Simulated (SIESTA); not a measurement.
**HgTe (Coloradoite): band structure with BLYP**

Crystal: HgTe (Coloradoite).

```
CELL_PARAMETERS angstrom
0.00000 3.21450 3.21450
3.21450 0.00000 3.21450
3.21450 3.21450 0.00000
ATOMIC_POSITIONS crystal
Hg 0.00000 0.00000 0.00000
Te 0.75000 0.75000 0.75000
```

```json
{
  "Program": "SIESTA 5.4.2",
  "Task": "band structure",
  "Functional": "BLYP",
  "Potentials or basis": "PseudoDojo 0.4 standard (PBE files)",
  "Basis": "DZP (energy shift 0.003 Ry; two zetas on semicore shells)",
  "Grid cutoff": "800 Ry",
  "Energy shift": "0.003 Ry",
  "k mesh": "7 × 7 × 7",
  "Occupations": "fermi-dirac, width 0.05 eV",
  "Spin": "no spin polarisation"
}
```

- Pressure: 8.6 GPa
- Band gap on the k mesh: none (metal or under the smearing width)

Levels at the corners of the path, in eV from the Fermi level:
| point | band 15 | band 16 | band 17 | band 18 | band 19 | band 20 | band 21 | band 22 |
| --- | --- | --- | --- | --- | --- | --- | --- | --- |
| Γ | -7.36 | -0.35 | -0.04 | -0.04 | -0.04 | 4.48 | 4.48 | 4.48 |
| X | -6.85 | -5.39 | -2.31 | -2.31 | 2.23 | 2.59 | 8.74 | 9.49 |
| W | -6.69 | -5.44 | -2.71 | -2.62 | 3.45 | 4.85 | 5.78 | 6.59 |
| K | -6.75 | -5.41 | -2.97 | -1.93 | 2.56 | 4.25 | 7.56 | 7.57 |
| Γ | -7.36 | -0.35 | -0.04 | -0.04 | -0.04 | 4.48 | 4.48 | 4.48 |
| L | -6.99 | -5.49 | -1.02 | -1.02 | 0.93 | 5.31 | 5.31 | 8.20 |
| U | -6.75 | -5.41 | -2.97 | -1.93 | 2.56 | 4.25 | 7.56 | 7.57 |
| W | -6.69 | -5.44 | -2.71 | -2.62 | 3.45 | 4.85 | 5.78 | 6.59 |
| L | -6.99 | -5.49 | -1.02 | -1.02 | 0.93 | 5.31 | 5.31 | 8.20 |
| K | -6.75 | -5.41 | -2.97 | -1.93 | 2.56 | 4.25 | 7.56 | 7.57 |
| U | -6.75 | -5.41 | -2.97 | -1.93 | 2.56 | 4.25 | 7.56 | 7.57 |
| X | -6.85 | -5.39 | -2.31 | -2.31 | 2.23 | 2.59 | 8.74 | 9.49 |

Run time: 20 s on 1 thread of AMD EPYC 9R45 96-Core Processor (Zen 5) (shared host), peak memory 0.28 GiB.

Caveat: short orbitals over semicore shells can move pressures by several GPa; the valence orbitals were made in a potential fitted to the semicore shell under them, which widens gaps by tenths of an eV or more; the potentials were made for another functional, which shifts forces and pressure; spin-orbit coupling is left out, which moves the levels of the heavy elements; the basis of atomic orbitals isn't converged, which shifts pressures, moduli and gaps.
